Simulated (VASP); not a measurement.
LiH in VASP 6.6.1, single-point calculation

INCAR

```
IBRION = -1
SIGMA = 0.01
LREAL = .FALSE.
NELM = 69
NBANDS = 9
MAGMOM = 1
PREC = Accurate
ISMEAR = 0
LCHARG = .FALSE.
ENCUT = 520
ALGO = Normal
ISIF = 2
EDIFF = 1E-7
METAGGA = R2SCAN
LWAVE = .FALSE.
NSW = 0
LASPH = .TRUE.
ISPIN = 2
```

KPOINTS

```
KPOINTS created by Atomic Simulation Environment
0
Gamma
10 10 10
0 0 0
```

POSCAR

```
Li H
 1.0000000000000000
     0.0000000000000000    2.1451220099000001    2.1781568887999998
     2.1451220099000001    0.0000000000000000    2.1781568887999998
     2.1451220099000001    2.1451220099000001    0.0000000000000000
 Li  H
   1   1
Cartesian
  0.0000000000000000  0.0000000000000000  0.0000000000000000
  1.0725610049500001  1.0725610049500001  1.0890784443999999
```

The recommended PBE PAW datasets give the neutral cell 4 valence electrons.

Command

```
mpirun -np 1 vasp_std
```

Problem. How does this run end, and what does it give?

Solution. VASP stopped before the first electronic step.

Standard output (part)

```
POSCAR found type information on POSCAR LiH
 POSCAR found :  2 types and       2 ions
|     EEEEEEE  RRRRRR   RRRRRR   OOOOOOO  RRRRRR      ###     ###     ###     |
|     E        R     R  R     R  O     O  R     R     ###     ###     ###     |
|     E        R     R  R     R  O     O  R     R     ###     ###     ###     |
|     EEEEE    RRRRRR   RRRRRR   O     O  RRRRRR       #       #       #      |
|     E        R    R   R    R   O     O  R    R      ###     ###     ###     |
|     EEEEEEE  R     R  R     R  OOOOOOO  R     R     ###     ###     ###     |
|     ERROR: You have set 1 value(s) for MAGMOM; however for                  |
|     spin-polarized calculations (ISPIN=2), MAGMOM has to be a list of       |
|     NIONS values. NIONS=2 in your calculation.                              |
|       ---->  I REFUSE TO CONTINUE WITH THIS SICK JOB ... BYE!!! <----       |
```

The fault: too few starting moments.
